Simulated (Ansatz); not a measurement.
## Si, space group Fm-3m: a convergence test of the k-point mesh, step by step

With Ansatz 0.2.0, Python API.

Input file `POSCAR`:
```text
Si
1.0
   0.00000000    1.67000000    1.67000000
   1.67000000    0.00000000    1.67000000
   1.67000000    1.67000000    0.00000000
Si
1
Direct
   0.00000000    0.00000000    0.00000000
```

Interactive session:
```pycon
>>> import ansatz as az
>>> from ase.io import read
>>> import pandas as pd
>>> WIDTH_EV = 0.1
>>> XC = "pbe"
>>> atoms = read("POSCAR", format="vasp")
>>> cell = az.Crystal.from_ase(atoms)
>>> len(cell.resolved().sites)
1
>>> calculation = cell.calculation()
>>> calculation = calculation.occupations(az.OccupationsMethod.FERMI_DIRAC, width=WIDTH_EV)
>>> calculation = calculation.functional(XC)
>>> rows = []
>>> for value in [(4, 4, 4), (5, 5, 5), (7, 7, 7), (9, 9, 9), (11, 11, 11), (14, 14, 14)]:
...     report = calculation.kpoints(*value).run(threads=1).report
...     rows.append((value, report["free_energy_ev"] / len(report["lattice"]["sites"]), report["n_iterations"], report["n_kpoints"]))
...
DeckWarning: basis.ecutwfc = 420 eV, auto-derived from the records' recommended cutoffs: set by Si (normal level)
>>> table = pd.DataFrame(rows, columns=["mesh", "F/atom (eV)", "iterations", "k-points"])
>>> table.round(5)
           mesh  F/atom (eV)  iterations  k-points
0     (4, 4, 4)   -634.25192           6         8
1     (5, 5, 5)   -634.19588           6        10
2     (7, 7, 7)   -634.24453           6        20
3     (9, 9, 9)   -634.22484           6        35
4  (11, 11, 11)   -634.26004           6        56
5  (14, 14, 14)   -634.25213           6       104
>>> # differences from the last row
>>> for row in rows[:-1]:
...     shift = 1000 * (row[1] - rows[-1][1])
...     print(f"{row[0]}: {shift:+.2f} meV/atom" + ("  (within 5 meV)" if abs(shift) < 5 else ""))
...
(4, 4, 4): +0.21 meV/atom  (within 5 meV)
(5, 5, 5): +56.25 meV/atom
(7, 7, 7): +7.60 meV/atom
(9, 9, 9): +27.30 meV/atom
(11, 11, 11): -7.91 meV/atom
```

Notes:
- A row within the bound is followed by one outside it, so the series isn't shown to be converged.
- This isn't the structure that Si takes at ambient conditions.
- Warnings are shown shortened and without file and line.
- Shifts are counted from the finest mesh, which is itself no proven limit.
- Timing: 2.3 s on 1 thread of Intel(R) Xeon(R) Processor @ 2.30GHz (shared host), peak memory 0.52 GiB.
